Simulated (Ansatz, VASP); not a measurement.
# PbSe: VASP beside Ansatz

```
Pb Se
1.0
     0.00000    3.05125    3.05125
     3.05125    0.00000    3.05125
     3.05125    3.05125    0.00000
Pb Se
1 1
Direct
  0.00000 0.00000 0.00000
  0.50000 0.50000 0.50000
```

Alike in both runs: functional PBEsol; k mesh 8 × 8 × 8; occupations gaussian, width 0.01 eV; no spin polarisation.

Ansatz relaxed the structure, and its values are those at the end. VASP's run is a single point on that final structure, the one shown.

|  | VASP | Ansatz |
| --- | --- | --- |
| version | VASP 6.6.1 | Ansatz 0.2.0 |
| potentials or method | VASP PAW PBE potentials, release 64 (Pb_d, Se) | scalar-relativistic, plane waves, PAW |
| plane-wave cutoff (eV) | 520 | 600 |
| valence electrons in the cell | 20 | 30 |

|  | VASP | Ansatz | Ansatz less VASP |
| --- | --- | --- | --- |
| gap on the k mesh at the Fermi level (eV) | 0.17 | 0.18 | +0.004 |
| least direct gap on the mesh (eV) | 0.17 | 0.18 | +0.004 |
| pressure (GPa) | 0.0 | 0.0 | 0.00 |

The two sets of potentials don't hold the same shells in valence. Ansatz warned: «pseudo_functional_mismatch».

Caveats: the PAW data sets were made with another functional, which shifts forces and pressure a little (VASP); spin-orbit coupling is left out, which as a rule narrows the gap of such compounds by several tenths of an eV.
